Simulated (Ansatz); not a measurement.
Set up this calculation in Ansatz 0.2.0, as the native input.

* Task: Born charges and dielectric tensor
* Functional: LDA
* Potentials or basis: all-electron PAW datasets made for the crystal
* Cutoff: 600 eV (chosen from the basis error)
* k mesh: 13 × 13 × 13
* Occupations: fixed
* Spin: no spin polarisation

The system is C.

```
C
1.0
     0.00000    1.78337    1.78337
     1.78337    0.00000    1.78337
     1.78337    1.78337    0.00000
C
2
Direct
  0.75000 0.75000 0.75000
  0.50000 0.50000 0.50000
```

This isn't the form of C at room conditions, which is graphite.

The input as run:

input.yaml

```yaml
crystal:
  lattice:
    - [0.0, 1.78337, 1.78337]
    - [1.78337, 0.0, 1.78337]
    - [1.78337, 1.78337, 0.0]
  atoms:
    - { symbol: C, position: [0.75, 0.75, 0.75] }
    - { symbol: C, position: [0.5, 0.5, 0.5] }
kpoints:
  mp_grid: { grid: [13, 13, 13] }
scf:
  occupations: { method: fixed }
hamiltonian:
  xc: lda
  pseudopotentials: { kind: all_electron, datasets: crystal }
output: {}
dielectric: {}
```

Potentials or basis: all-electron PAW datasets made for the crystal.

The run is started by

```sh
$ ansatz run input.yaml --threads 1 --pin off --max-ram 3072MiB --backend cpu --events-out ev --progress --plain --runs-dir out
```

Results of the run:

* Band gap on the k mesh: 4.11 eV, indirect (least direct gap 5.55 eV)
* Electronic dielectric tensor (diagonal): 5.81
* Born charges (mean of the diagonal): C +0.00 e

Caveat: the program warned that the printed levels may be off, so bands, gaps and densities of states are rough; an odd mesh through Γ misses points on the zone boundary, where band edges often lie.

Run time: 16 s on 1 thread of Arm Neoverse V2, on a shared host, peak memory 0.54 GiB.
